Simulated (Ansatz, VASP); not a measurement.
## Two plane-wave programs on Ag

```
Ag
1.0
     2.82903    0.00000    0.00000
    -1.41451    2.45001    0.00000
     0.00000    0.00000    4.63025
Ag
2
Direct
  0.33333 0.66667 0.25000
  0.66667 0.33333 0.75000
```

Alike in both runs: functional LDA; k mesh 18 × 18 × 10; occupations gaussian, width 0.1 eV; no spin polarisation.

Ansatz relaxed the structure, and its values are those at the end. VASP's run is a single point on that final structure, the one shown.

|  | VASP | Ansatz |
| --- | --- | --- |
| version | VASP 6.6.1 | Ansatz 0.2.0 |
| potentials or method | VASP PAW LDA potentials, release 64 (Ag) | scalar-relativistic, plane waves, PAW |
| plane-wave cutoff (eV) | 520 | 420 |
| valence electrons in the cell | 22 | 38 |

```tsv
	VASP	Ansatz	Ansatz less VASP
gap on the k mesh at the Fermi level (eV)	none	none	-
pressure (GPa)	0.1	0.0	-0.14
```

A gap of «none» marks a metal or a gap that the smearing closes. The two sets of potentials don't hold the same shells in valence.
